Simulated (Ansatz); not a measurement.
**Random displacements in BN**

The calculation used Ansatz 0.2.0, DFT r2SCAN, scalar-relativistic, plane waves, PAW. The runs took a 500 eV cutoff, a Γ-centred 12×12×6 mesh and Gaussian smearing (0.05 eV). No spin polarisation. Energies are free energies at this smearing, counted from the undisturbed cell; pressure is positive in compression.

The starting cell (relaxed at this level; this wurtzite form isn't the usual structure):

```
B N
1.0
     2.54397    0.00000    0.00000
    -1.27198    2.20314    0.00000
     0.00000    0.00000    4.20774
B N
2 2
Direct
  0.66667 0.33333 0.99980
  0.33333 0.66667 0.49980
  0.66667 0.33333 0.62520
  0.33333 0.66667 0.12520
```

The atoms are displaced (Å, in the unstrained cell):

```
atom ux uy uz
  B1   0.011  -0.037  -0.005
  B2  -0.025   0.029  -0.010
  N3   0.010   0.023  -0.042
  N4   0.004  -0.015   0.057
```

Strain (Voigt, engineering shear): (-0.0044, -0.0139, -0.0102, 0.0005, 0.0266, -0.0264).

**Question.** What are the energy change, the stress and the forces?

**Answer.** ΔE = 65.1 meV/atom; stress (xx, yy, zz, yz, xz, xy; compression positive) (10.08, 16.95, 16.36, -0.50, -11.12, 13.47) GPa; gap on the mesh 5.27 eV.
| atom | Fx (eV/Å) | Fy | Fz |
| --- | --- | --- | --- |
| B1 | -0.11 | 0.75 | 0.61 |
| B2 | 1.09 | -0.24 | 0.27 |
| N3 | -1.05 | -0.29 | 2.51 |
| N4 | 0.07 | -0.22 | -3.38 |

Cost: 1 run of about 0.21 core-minutes, on Intel Xeon 6975P-C (Granite Rapids) (shared hosts).